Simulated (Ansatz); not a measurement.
# AlN: the cost of one run

Program: Ansatz 0.2.0. Level of theory: DFT PBEsol, scalar-relativistic, plane waves, PAW. These are calculated values, not measurements.

4 further runs of the same task are left out: 4 set aside as unsound or not needed. Runs told in other sessions of the task aren't counted.

### Step 1. The starting structure

The cell holds 36 atoms (Al17N18Sr): a = 7.343 Å, b = 7.343 Å, c = 7.343 Å, α = 79.00°, β = 79.00°, γ = 79.00°.

The coordinates of this cell stand in the input of its own run.

The host was relaxed before at PBEsol: a = 3.114 Å, b = 3.114 Å, c = 4.984 Å, α = 90.00°, β = 90.00°, γ = 120.00° (conventional cell), 10.461 Å³/atom.

Places, in fractions of the supercell: Sr in place of Al at (0.056, 0.389, 0.056). The start keeps the symmetry of the ideal site.

### Step 2. Band edges of the host over the zone

Input file input.yaml:

```yaml
crystal:
  lattice:
    - [3.1137807606, 0.0, 0.0]
    - [-1.5568903803, 2.6966132405, 0.0]
    - [0.0, 0.0, 4.9836450386]
  atoms:
    - { symbol: Al, position: [0.6666666667, 0.3333333333, 0.4990218942] }
    - { symbol: Al, position: [0.3333333333, 0.6666666667, 0.9990218942] }
    - { symbol: "N", position: [0.6666666667, 0.3333333333, 0.8809781058] }
    - { symbol: "N", position: [0.3333333333, 0.6666666667, 0.3809781058] }
basis:
  ecutwfc: 420
  xc_grid: 2
kpoints:
  mp_grid: { grid: [9, 9, 4] }
  band_path: { path: [VBM, CBM], npoints: 2 }
hamiltonian:
  xc: pbesol
scf:
  occupations: { method: gaussian, width: 0.02 }
output:
  forces: true
  stress: true
  eigenvalues: true
```

On the command line:

```console
> ansatz run input.yaml --threads 8 --pin off --max-ram 16384MiB --backend cpu --events-out ev --progress --plain --runs-dir out
```

What time and memory should one allow on 8 threads of Arm Neoverse N1, shared host?

About 1.7 s, with a peak of 0.33 GiB.
